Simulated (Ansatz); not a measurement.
Input and command of a plane-wave DFT calculation in Ansatz:

```yaml
crystal:
  lattice:
    - [0.0, -2.1664615256, -2.1664615256]
    - [0.0, 2.1664615256, -2.1664615256]
    - [4.3329230512, 0.0, 0.0]
  atoms:
    - { symbol: Ti, position: [0.5086546656, 0.4913453344, 0.5] }
    - { symbol: Ti, position: [0.9913453344, 1.0086546656, 0.0] }
    - { symbol: C, position: [0.4985623024, 0.5014376976, 0.0] }
    - { symbol: C, position: [0.0014376976, -0.0014376976, 0.5] }
basis:
  ecutwfc: 420
kpoints:
  mp_grid: { grid: [20, 20, 14] }
hamiltonian:
  xc: pbe
scf:
  occupations: { method: gaussian, width: 0.15 }
output:
  forces: true
  stress: true
  eigenvalues: true
```

```bash
ansatz run input.yaml --threads 2 --pin off --max-ram 5120MiB --backend cpu --events-out ev --progress --plain --runs-dir out
```

Processor: Intel(R) Xeon(R) Platinum 8488C (Sapphire Rapids), 2 threads, on a host shared with other jobs.

Estimate time, memory and problem size.

About 11 s on 2 threads of Intel(R) Xeon(R) Platinum 8488C (Sapphire Rapids) (shared host), peak memory 0.88 GiB. It solves 20 bands at 888 k points (the mesh reduced by symmetry) with about 799 plane waves, in 6 SCF iterations.
